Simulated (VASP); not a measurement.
Mo: relaxation of cell and atoms with PBE+D3(BJ)

The system is Mo.

```
Mo
1.0
     2.73551    0.00000    0.00000
    -1.36776    2.36902    0.00000
     0.00000    0.00000    2.55518
Mo
1
Direct
  0.00000 0.00000 0.50000
```

This isn't the form of Mo at room conditions, which is bcc.

- Program: VASP 6.6.1
- Task: relaxation of cell and atoms
- Functional: PBE
- Dispersion: D3(BJ)
- Potentials or basis: VASP PAW PBE potentials, release 64 (Mo_sv)
- Cutoff: 600 eV
- k mesh: 18 × 18 × 16
- Occupations: gaussian, width 0.1 eV
- Spin: no spin polarisation
- Dipole correction: no
- Further INCAR settings: ALGO = Normal; EDIFF = 1e-07; IBRION = 2; EDIFFG = -0.005; NSW = 100; ISIF = 3

| Property | Result |
| --- | --- |
| Relaxed volume | 16.31 Å³/atom |
| Relaxed cell | a = 2.742 Å, b = 2.742 Å, c = 2.504 Å, α = 90.00°, β = 90.00°, γ = 120.00° |
| Space group after relaxing (to 0.05 Å) | P6/mmm (No. 191) |
| Energy gained by relaxing | 7.5 meV/atom |
| Ionic steps | 9 |
| Pressure after relaxing | 0.0 GPa |
| Band gap on the k mesh | none (metal or under the smearing width) |
| Dispersion energy per atom | -0.683 eV |

Step by step:
```csv
step,energy change (eV),largest force (eV/Å),pressure (GPa),volume (Å³)
1,0.0000,0.0000,-3.08,16.56
2,0.0048,0.0000,7.47,15.80
3,-0.0064,0.0000,1.14,16.23
4,-0.0068,0.0000,-0.91,16.38
5,-0.0075,0.0000,-0.03,16.31
6,-0.0075,0.0000,-0.05,16.31
7,-0.0075,0.0000,-0.07,16.31
8,-0.0075,0.0000,0.11,16.30
9,-0.0075,0.0000,0.01,16.31
```

Final structure:
```yaml
crystal:
  lattice:
    - [2.74225, 0.00000, 0.00000]
    - [-1.37113, 2.37486, 0.00000]
    - [0.00000, 0.00000, 2.50376]
  atoms:
    - { symbol: Mo, position: [0.00000, 0.00000, 0.50000] }
```

Levels at points of the mesh, in eV from the Fermi level:
```csv
k point,band 3,band 4,band 5,band 6,band 7,band 8,band 9,band 10,band 11
"(0.00, 0.00, 0.00)",-34.29,-34.09,-6.77,-4.42,-0.91,-0.91,4.33,4.33,12.91
"(0.50, 0.00, 0.00)",-34.61,-33.94,-4.93,-3.30,1.03,1.35,3.69,4.37,10.16
"(0.00, 0.00, 0.50)",-34.10,-34.10,-3.53,0.02,0.02,0.27,0.60,0.60,10.83
"(0.50, 0.00, 0.50)",-35.35,-34.39,-5.44,-3.23,-0.65,4.78,6.30,6.61,7.45
```

Wall time 3.2 min on 1 thread of Intel(R) Xeon(R) Platinum 8259CL CPU @ 2.50GHz (Skylake/Cascade Lake) (shared host), peak memory 0.22 GiB.

Caveat: pairwise dispersion overbinds metals, which lowers pressure and volume.
